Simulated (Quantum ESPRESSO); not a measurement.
# Te (C2/m) in Quantum ESPRESSO: equation of state, part 2 of 2

Quantum ESPRESSO 7.5.

## Step 4: Single point, PBEsol, 32.04 Å³/atom

The input, pw.in:

```
&CONTROL
  calculation = 'scf'
  prefix = 'pwscf'
  outdir = './tmp'
  pseudo_dir = './pseudo'
  tprnfor = .true.
  tstress = .true.
  disk_io = 'nowf'
/
&SYSTEM
  ibrav = 0
  nat = 3
  ntyp = 1
  ecutwfc = 45
  ecutrho = 360
  nbnd = 15
  occupations = 'smearing'
  smearing = 'fd'
  degauss = 0.00367493
/
&ELECTRONS
  conv_thr = 6d-10
  electron_maxstep = 120
  mixing_beta = 0.5
/
ATOMIC_SPECIES
Te   127.6000 te_pbesol_v1.uspp.F.UPF
CELL_PARAMETERS angstrom
   3.7946491296   -2.1337846985    0.0000000000
   3.7946491296    2.1337846985    0.0000000000
  -0.0936580236    0.0000000000    5.9359814536
ATOMIC_POSITIONS crystal
Te     0.0000000000    0.0000000000    0.0000000000
Te     0.3094466100    0.3094466100    0.3388094900
Te     0.6905533900    0.6905533900    0.6611905100
K_POINTS automatic
7 7 5 0 0 0
```

Potentials or basis: GBRV 1.5 PBEsol.

On the command line:

```bash
> OMP_NUM_THREADS=1 mpirun -n 2 pw.x -nk 2 -in pw.in > pw.out
```

pw.out:

```text
This program is part of the open-source Quantum ESPRESSO suite
     for quantum simulation of materials; please cite
[... 13 lines left out ...]
     --------------------
     sticks:   dense  smooth     PW     G-vecs:    dense   smooth      PW
     Sum        1655     827    253                74865    26467    4495

     Using Slab Decomposition

     bravais-lattice index     =            0
     lattice parameter (alat)  =       8.2268  a.u.
     unit-cell volume          =     648.6962 (a.u.)^3
     number of atoms/cell      =            3
     number of atomic types    =            1
     number of electrons       =        18.00
     number of Kohn-Sham states=           15
     kinetic-energy cutoff     =      45.0000  Ry
     charge density cutoff     =     360.0000  Ry
     scf convergence threshold =      6.0E-10
     mixing beta               =       0.5000
     number of iterations used =            8  plain     mixing
     Exchange-correlation= SLA  PW   PSX  PSC
                           (   1   4  10   8   0   0   0)

     celldm(1)=   8.226800  celldm(2)=   0.000000  celldm(3)=   0.000000
     celldm(4)=   0.000000  celldm(5)=   0.000000  celldm(6)=   0.000000

     crystal axes: (cart. coord. in units of alat)
               a(1) = (   0.871645  -0.490138   0.000000 )
               a(2) = (   0.871645   0.490138   0.000000 )
               a(3) = (  -0.021514   0.000000   1.363517 )

     reciprocal axes: (cart. coord. in units 2 pi/alat)
               b(1) = (  0.573628 -1.020121  0.009051 )
[... 103 lines left out ...]
     Dense  grid:    74865 G-vectors     FFT dimensions: (  50,  50,  72)

     Smooth grid:    26467 G-vectors     FFT dimensions: (  36,  36,  48)

     Initial potential from superposition of free atoms

     starting charge      17.9994, renormalised to      18.0000
     Starting wfcs are   12 randomized atomic wfcs +    3 random wfcs

     Self-consistent Calculation

     iteration #  1     ecut=    45.00 Ry     beta= 0.50
     Davidson diagonalization with overlap
     ethr =  1.00E-02,  avg # of iterations =  8.5

     Threshold (ethr) on eigenvalues was too large:
     Diagonalizing with lowered threshold

     Davidson diagonalization with overlap
     ethr =  6.35E-05,  avg # of iterations =  7.0

     total energy              =     -79.29841473 Ry
     estimated scf accuracy    <       0.01157916 Ry
[... 50 lines left out ...]
     iteration #  9     ecut=    45.00 Ry     beta= 0.50
     Davidson diagonalization with overlap
     ethr =  8.46E-12,  avg # of iterations =  3.2

     End of self-consistent calculation

          k = 0.0000 0.0000 0.0000 (  3299 PWs)   bands (ev):

    -7.1982  -3.9126  -3.7606   3.8810   3.9029   4.3971   4.5862   4.9699
     5.1911   7.7023   7.7381   8.3041  11.3177  11.7745  12.6761
[... 353 lines left out ...]
    -5.5615  -4.5897  -4.0713   0.7530   1.8678   2.6208   4.3073   5.5685
     5.8742   7.7553   7.9252   9.0682  10.7410  12.1739  14.5309

     the Fermi energy is     6.6804 ev

!    total energy              =     -79.30021833 Ry
     estimated scf accuracy    <          7.5E-11 Ry
     smearing contrib. (-TS)   =      -0.00053456 Ry
     internal energy E=F+TS    =     -79.29968377 Ry

     The total energy is F=E-TS. E is the sum of the following terms:
     one-electron contribution =      12.02553460 Ry
     hartree contribution      =       2.62243682 Ry
     xc contribution           =     -42.95668952 Ry
     ewald contribution        =     -50.99096568 Ry

     convergence has been achieved in   9 iterations

     Forces acting on atoms (cartesian axes, Ry/au):

     atom    1 type  1   force =     0.00000000    0.00000000    0.00000000
     atom    2 type  1   force =     0.00713116   -0.00000000   -0.00286613
     atom    3 type  1   force =    -0.00713116    0.00000000    0.00286613

     Total force =     0.010869     Total SCF correction =     0.000010

     Computing stress (Cartesian axis) and pressure

          total   stress  (Ry/bohr**3)                   (kbar)     P=      -10.48
  -0.00007868   0.00000000   0.00000050          -11.57        0.00        0.07
   0.00000000  -0.00005945   0.00000000            0.00       -8.75        0.00
   0.00000050   0.00000000  -0.00007565            0.07        0.00      -11.13

=------------------------------------------------------------------------------=
   JOB DONE.
=------------------------------------------------------------------------------=
```

Run time: 27 s. Hardware: 2 MPI ranks of Arm Neoverse V2, shared host; peak memory 0.34 GiB.

What came out:

```
Free energy            : -1078.9344 eV
Pressure               : -1.0 GPa
Largest force          : 0.198 eV/Å
Band gap on the k mesh : none (metal or under the smearing width)
```

## Step 5: Single point, PBEsol, 32.70 Å³/atom

Changes to pw.in since step 4:

```diff
@@ -28,5 +28,5 @@
 CELL_PARAMETERS angstrom
-   3.7946491296   -2.1337846985    0.0000000000
-   3.7946491296    2.1337846985    0.0000000000
-  -0.0936580236    0.0000000000    5.9359814536
+   3.8202894285   -2.1482026000    0.0000000000
+   3.8202894285    2.1482026000    0.0000000000
+  -0.0942908673    0.0000000000    5.9760906531
 ATOMIC_POSITIONS crystal
```

On the command line:

```bash
> OMP_NUM_THREADS=1 mpirun -n 2 pw.x -nk 2 -in pw.in > pw.out
```

Wall time 29 s (2 MPI ranks of Arm Neoverse V2, shared host); peak memory 0.34 GiB.

Results (log left out):

```yaml
Free_energy: -1078.9154 eV
Pressure: -2.1 GPa
Largest_force: 0.136 eV/Å
```

## Step 6: Single point, PBEsol, 33.35 Å³/atom

Changes to pw.in since step 5:

```diff
@@ -28,5 +28,5 @@
 CELL_PARAMETERS angstrom
-   3.8202894285   -2.1482026000    0.0000000000
-   3.8202894285    2.1482026000    0.0000000000
-  -0.0942908673    0.0000000000    5.9760906531
+   3.8455900958   -2.1624295219    0.0000000000
+   3.8455900958    2.1624295219    0.0000000000
+  -0.0949153283    0.0000000000    6.0156685658
 ATOMIC_POSITIONS crystal
```

Potentials or basis: GBRV 1.5 PBEsol.

On the command line:

```bash
> OMP_NUM_THREADS=1 mpirun -n 2 pw.x -nk 2 -in pw.in > pw.out
```

Wall time 29 s (2 MPI ranks of Arm Neoverse V2, shared host); peak memory 0.34 GiB.

The run converged. Its results:

```yaml
Free_energy: -1078.8847 eV
Pressure: -2.9 GPa
Largest_force: 0.079 eV/Å
```

## Step 7: Single point, PBEsol, 34.00 Å³/atom

Changes to pw.in since step 6:

```diff
@@ -28,5 +28,5 @@
 CELL_PARAMETERS angstrom
-   3.8455900958   -2.1624295219    0.0000000000
-   3.8455900958    2.1624295219    0.0000000000
-  -0.0949153283    0.0000000000    6.0156685658
+   3.8705621598   -2.1764716655    0.0000000000
+   3.8705621598    2.1764716655    0.0000000000
+  -0.0955316789    0.0000000000    6.0547324433
 ATOMIC_POSITIONS crystal
```

On the command line:

```bash
> OMP_NUM_THREADS=1 mpirun -n 2 pw.x -nk 2 -in pw.in > pw.out
```

Wall time 29 s (2 MPI ranks of Arm Neoverse V2, shared host); peak memory 0.34 GiB.

The run converged. Its results:

| Property | Result |
| --- | --- |
| Free energy | -1078.8438 eV |
| Pressure | -3.7 GPa |
| Largest force | 0.027 eV/Å |

## Step 8: Single point, PBEsol, 34.66 Å³/atom

Changes to pw.in since step 7:

```diff
@@ -28,5 +28,5 @@
 CELL_PARAMETERS angstrom
-   3.8705621598   -2.1764716655    0.0000000000
-   3.8705621598    2.1764716655    0.0000000000
-  -0.0955316789    0.0000000000    6.0547324433
+   3.8952160867   -2.1903349161    0.0000000000
+   3.8952160867    2.1903349161    0.0000000000
+  -0.0961401773    0.0000000000    6.0932986579
 ATOMIC_POSITIONS crystal
```

On the command line:

```bash
> OMP_NUM_THREADS=1 mpirun -n 2 pw.x -nk 2 -in pw.in > pw.out
```

Wall time 32 s (2 MPI ranks of Arm Neoverse V2, shared host); peak memory 0.36 GiB.

Results (log left out):

- Free energy: -1078.7937 eV
- Pressure: -4.4 GPa
- Largest force: 0.026 eV/Å

## Step 9: Equation of state, PBEsol

Potentials or basis: GBRV 1.5 PBEsol.

This step only gathers the single runs of the series.

What came out:

| Property | Result |
| --- | --- |
| Equilibrium volume | 31.43 Å³/atom |
| Bulk modulus at fixed shape and positions | 57 GPa |
| Pressure derivative of the bulk modulus | 4.7 |

Energy against volume, from the lowest point:
| volume (Å³/atom) | energy (meV/atom) |
| --- | --- |
| 30.734 | 2.88 |
| 31.388 | 0.00 |
| 32.042 | 2.01 |
| 32.696 | 8.36 |
| 33.350 | 18.58 |
| 34.004 | 32.23 |
| 34.658 | 48.92 |

Caveat: the cell was scaled at fixed shape and fractional positions, which overstates the stiffness of a crystal with free parameters, most of all of layers and chains. The run has no spin-orbit coupling, so splittings on Te are missing.
